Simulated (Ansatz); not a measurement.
Crystal: AlNi3.

```
Ni Al
1.0
     3.52305    0.00000    0.00000
     0.00000    3.52305    0.00000
     0.00000    0.00000    3.52305
Ni Al
3 1
Direct
  0.50000 0.50000 0.00000
  0.50000 0.00000 0.50000
  0.00000 0.50000 0.50000
  0.00000 0.00000 0.00000
```

The cell is a database's computed one.

```yaml
Program: Ansatz 0.2.0
Task: relaxation of cell and atoms
Functional: PBE
Potentials_or_basis: Ansatz PAW
Cutoff: "420 eV (not typed: the program's choice for these potentials)"
k_mesh: 8 × 8 × 8
Occupations: fermi-dirac, width 0.05 eV
Spin: collinear spin, ferromagnetic start
Starting_moments: "[1.0, 1.0, 1.0, 0.0] μB"
```

At the start: volume 10.93 Å³/atom.

Task: Where does the relaxation end?

Result: It ends after 5 steps and the volume is 11.35 Å³/atom (+3.8 %); space group Pm-3m (No. 221, to 0.05 Å); moment 0.73 μB per cell.

Step by step:
```
step  energy change (eV)  largest force (eV/Å)  volume (Å³)
   1              0.0000                0.0000        43.73
   2             -0.0277                0.0000        44.56
   3             -0.0361                0.0000        45.33
   4             -0.0361                0.0000        45.38
   5             -0.0367                0.0000        45.38
```

Final structure:
```yaml
crystal:
  lattice:
    - [3.56698, 0.00000, 0.00000]
    - [0.00000, 3.56698, 0.00000]
    - [0.00000, 0.00000, 3.56698]
  atoms:
    - { symbol: Ni, position: [0.50000, 0.50000, 0.00000] }
    - { symbol: Ni, position: [0.50000, 0.00000, 0.50000] }
    - { symbol: Ni, position: [0.00000, 0.50000, 0.50000] }
    - { symbol: Al, position: [0.00000, 0.00000, 0.00000] }
```

Caveat: the plane-wave basis is chosen anew once the cell has moved, so the energies of steps on either side of that aren't comparable.
